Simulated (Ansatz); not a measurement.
# CdS: properties at the relaxed cell

An exercise on one series of results from a longer session: the logs are not shown, and one member is left open.

Program: Ansatz 0.2.0. Level of theory: DFT PBE, scalar-relativistic, plane waves, PAW. These are calculated values, not measurements.

1 further run of the same task is left out (set aside as unsound or not needed).

### Starting point

It takes space group P6_3mc (No. 186, hexagonal). Conventional cell: a = 4.197 Å, b = 4.197 Å, c = 6.828 Å, α = 90.00°, β = 90.00°, γ = 120.00°. Cd (site symmetry 3m) has 4 S at 2.57 Å as nearest neighbours. S (site symmetry 3m) has 4 Cd at 2.57 Å as nearest neighbours.

Structure file:

```cif
data_structure
_symmetry_space_group_name_H-M 'P6_3mc'
_symmetry_Int_Tables_number 186
_cell_length_a 4.1970
_cell_length_b 4.1970
_cell_length_c 6.8279
_cell_angle_alpha 90.000
_cell_angle_beta 90.000
_cell_angle_gamma 120.000
_cell_volume 104.16
loop_
_atom_site_label
_atom_site_type_symbol
_atom_site_symmetry_multiplicity
_atom_site_Wyckoff_symbol
_atom_site_fract_x
_atom_site_fract_y
_atom_site_fract_z
_atom_site_occupancy
Cd1 Cd 2 b 0.33333 0.66667 0.99920 1
S1 S 2 b 0.33333 0.66667 0.37580 1
```

This cell was relaxed beforehand with the same method: volume 26.04 Å³/atom, gap on the mesh 1.11 eV.

Set-up of the first run:

Input file input.yaml:

```yaml
crystal:
  lattice:
    - [4.1969590873, 0.0, 0.0]
    - [-2.0984795437, 3.6346731883, 0.0]
    - [0.0, 0.0, 6.8279106676]
  atoms:
    - { symbol: Cd, position: [0.3333333333, 0.6666666667, -0.0008015542] }
    - { symbol: Cd, position: [0.6666666667, 0.3333333333, 0.4991984458] }
    - { symbol: S, position: [0.3333333333, 0.6666666667, 0.3758015542] }
    - { symbol: S, position: [0.6666666667, 0.3333333333, 0.8758015542] }
basis:
  ecutwfc: 420
kpoints:
  mp_grid: { grid: [6, 6, 4] }
  band_path:
    path:
      - [[0.0, 0.0, 0.0], [0.5, 0.0, 0.0], [0.33333333, 0.33333333, 0.0], [0.0, 0.0, 0.0], [0.0, 0.0, 0.5], [0.5, 0.0, 0.5], [0.33333333, 0.33333333, 0.5], [0.0, 0.0, 0.5]]
      - [[0.5, 0.0, 0.5], [0.5, 0.0, 0.0]]
      - [[0.33333333, 0.33333333, 0.5], [0.33333333, 0.33333333, 0.0]]
    npoints: 14
hamiltonian:
  xc: pbe
scf:
  occupations: { method: gaussian, width: 0.02 }
  n_extra_bands: 10
output:
  forces: true
  stress: true
  eigenvalues: true
  populations: true
  dos: { projected: true, de: 0.02, nscf_kmesh: { grid: [9, 9, 6] } }
  bader: true
  write_density: true
  write_potential: true
  elf: true
  volumetric_format: npy
```

On the command line:

```sh
> ansatz run input.yaml --threads 1 --pin off --max-ram 2560MiB --backend cpu --events-out ev --progress --plain --runs-dir out
```

Steps of the session up to this table: Bands, states and charges; Band edges anywhere in the zone; Eigenvalues a small step from each edge; Volume × 0.97; Point at V/V0 = 1.03; The cell scaled to 0.94 of its volume; Point at V/V0 = 1.06.

One table of the session follows, with a row left open; its other results are not shown here.

It belongs to the step «Energy against volume». 

```
volume (Å³/atom)  energy above the lowest point (meV/atom)  pressure (GPa)  gap on the mesh (eV)
          24.477                                      17.4            3.79                  1.26
          25.258                                         ?               ?                     ?
          26.039                                       0.0            0.00                  1.11
          26.820                                       3.7           -1.47                  1.04
          27.602                                      14.0           -2.72                  0.97
```

**Question.** Estimate the row for volume (Å³/atom) = 25.258.

Worked estimate for «energy above the lowest point (meV/atom)». A straight line through the neighbours (24.477, 17.4) and (26.039, 0.0) gives 17.4 + (0.0 − 17.4) × (25.258 − 24.477) / (26.039 − 24.477) = 8.7; a parabola fitted to 3 rows on both sides gives 4.6.

The run gave: energy above the lowest point (meV/atom): 4.1; pressure (GPa): 1.73; gap on the mesh (eV): 1.18. In «energy above the lowest point (meV/atom)» the line misses by +4.6 and the parabola by +0.5.
